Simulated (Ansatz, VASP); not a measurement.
# Two plane-wave programs on Te

```
Te
1.0
     4.33680    0.00000    0.00000
    -2.16840    3.75578    0.00000
     0.00000    0.00000    5.94478
Te
3
Direct
  0.27472 0.00000 0.33333
  0.00000 0.27472 0.66667
  0.72528 0.72528 0.00000
```

Alike in both runs: functional r2SCAN; dispersion D3(BJ); k mesh 9 × 9 × 6; occupations gaussian, width 0.02 eV; no spin polarisation.

Ansatz relaxed the structure, and its values are those at the end. VASP's run is a single point on that final structure, the one shown.

```csv
,VASP,Ansatz
version,VASP 6.6.1,Ansatz 0.2.0
potentials or method,"VASP PAW PBE potentials, release 64 (Te)","scalar-relativistic, plane waves, PAW"
plane-wave cutoff (eV),520,500
valence electrons in the cell,18,48
```

|  | VASP | Ansatz | Ansatz less VASP |
| --- | --- | --- | --- |
| gap on the k mesh at the Fermi level (eV) | 0.18 | 0.20 | +0.028 |
| least direct gap on the mesh (eV) | 0.18 | 0.20 | +0.028 |
| pressure (GPa) | 1.6 | 1.6 | -0.02 |
| rms of the force components (eV/Å) | 0.014 | 0.002 | -0.0124 |

The two sets of potentials don't hold the same shells in valence. Ansatz warned: «dispersion_damping_borrowed».

Caveats: the PAW data sets were made with another functional, which shifts forces and pressure a little (VASP); spin-orbit coupling is left out, which moves the levels of the heavy elements; an odd mesh through Γ misses points on the zone boundary, where band edges often lie.
